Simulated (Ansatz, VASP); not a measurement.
## GaN in VASP and in Ansatz

```
Ga N
1.0
     0.00000    2.17136    2.17136
     2.17136    0.00000    2.17136
     2.17136    2.17136    0.00000
Ga N
1 1
Direct
  0.00000 0.00000 0.00000
  0.75000 0.75000 0.75000
```

Alike in both runs: functional PBEsol; k mesh 12 × 12 × 12; no spin polarisation.

Ansatz relaxed the structure, and its values are those at the end. VASP's run is a single point on that final structure, the one shown.

|  | VASP | Ansatz |
| --- | --- | --- |
| version | VASP 6.6.1 | Ansatz 0.2.0 |
| potentials or method | VASP PAW PBE potentials, release 64 (Ga_d, N) | scalar-relativistic, plane waves, PAW |
| plane-wave cutoff (eV) | 520 | 420 |
| occupations | gaussian, width 0.01 eV | fixed |
| valence electrons in the cell | 18 | 18 |

|  | VASP | Ansatz | Ansatz less VASP |
| --- | --- | --- | --- |
| gap on the k mesh at the Fermi level (eV) | 2.39 | 2.37 | -0.024 |
| least direct gap on the mesh (eV) | 2.39 | 2.37 | -0.024 |
| pressure (GPa) | 24.7 | 25.0 | +0.33 |

Caveats: so large a pressure means that the cell lies far from this level's equilibrium, or that cutoff or potentials fall short (VASP); the potentials were made for another functional, which shifts forces and pressure (VASP).
